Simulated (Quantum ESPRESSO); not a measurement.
# LiF (Griceite) in Quantum ESPRESSO: convergence with k mesh

LiF (Griceite):

```
CELL_PARAMETERS angstrom
0.00000 2.01400 2.01400
2.01400 0.00000 2.01400
2.01400 2.01400 0.00000
ATOMIC_POSITIONS crystal
F 0.54643 0.50370 0.47040
Li 0.01339 0.98132 0.03058
```

The cell isn't the ideal one: atoms moved at random, drawn with an rms of 0.1 Å.

```yaml
Program: Quantum ESPRESSO 7.5
Task: single point
Functional: PBE
Potentials_or_basis: GBRV 1.5 PBE
Cutoff: 612 eV
Density_cutoff: 4898 eV
k_mesh: 2 × 2 × 2
Occupations: methfessel-paxton, width 0.136 eV
Spin: no spin polarisation
```

These are the settings of the first run; the series varies k mesh, with any setting tied to it.

Hardware: 1 thread of AMD EPYC 9R45 96-Core Processor (Zen 5), on a shared host.

The values tried are 2 × 2 × 2, 3 × 3 × 3, 5 × 5 × 5, 7 × 7 × 7, 8 × 8 × 8, 10 × 10 × 10, 11 × 11 × 11, 13 × 13 × 13, 15 × 15 × 15, loosest first. From which on does the gap on the mesh stay within 0.01 eV of the tightest run that finished?

From 5 × 5 × 5 on.

| k mesh | energy less the tightest run, at zero smearing (meV/atom) | pressure (GPa) | largest force (eV/Å) | gap on the mesh (eV) | SCF cycles | CPU time (s) | peak memory (GiB) |
| --- | --- | --- | --- | --- | --- | --- | --- |
| 2 × 2 × 2 | 162.04 | 8.13 | 0.163 | 8.866 | 8 | 1.2 | 0.05 |
| 3 × 3 × 3 | 9.83 | 3.23 | 0.236 | 9.008 | 8 | 1.4 | 0.05 |
| 5 × 5 × 5 | 0.08 | 2.87 | 0.243 | 9.023 | 9 | 3.1 | 0.05 |
| 7 × 7 × 7 | 0.00 | 2.84 | 0.243 | 9.023 | 8 | 6.2 | 0.06 |
| 8 × 8 × 8 | 0.00 | 2.84 | 0.243 | 9.023 | 8 | 9 | 0.07 |
| 10 × 10 × 10 | 0.00 | 2.86 | 0.243 | 9.023 | 9 | 18 | 0.09 |
| 11 × 11 × 11 | 0.00 | 2.84 | 0.243 | 9.023 | 8 | 21 | 0.1 |
| 13 × 13 × 13 | 0.00 | 2.84 | 0.243 | 9.023 | 8 | 34 | 0.14 |
| 15 × 15 × 15 | 0.00 | 2.84 | 0.243 | 9.023 | 8 | 52 | 0.19 |

Against the tightest run, the energy stays within 1 meV/atom from 5 × 5 × 5 on; the pressure stays within 0.1 GPa from 5 × 5 × 5 on; the largest force stays within 0.005 eV/Å from 5 × 5 × 5 on. Meshes of other sizes hit other points, so gaps and Fermi surfaces needn't settle smoothly. The tightest run that finished is the yardstick and may itself not be fully converged.

Caveat, for the tightest run too: this smearing can shift energies of a crystal with a gap; an odd mesh through Γ misses points on the zone boundary, where band edges often lie.
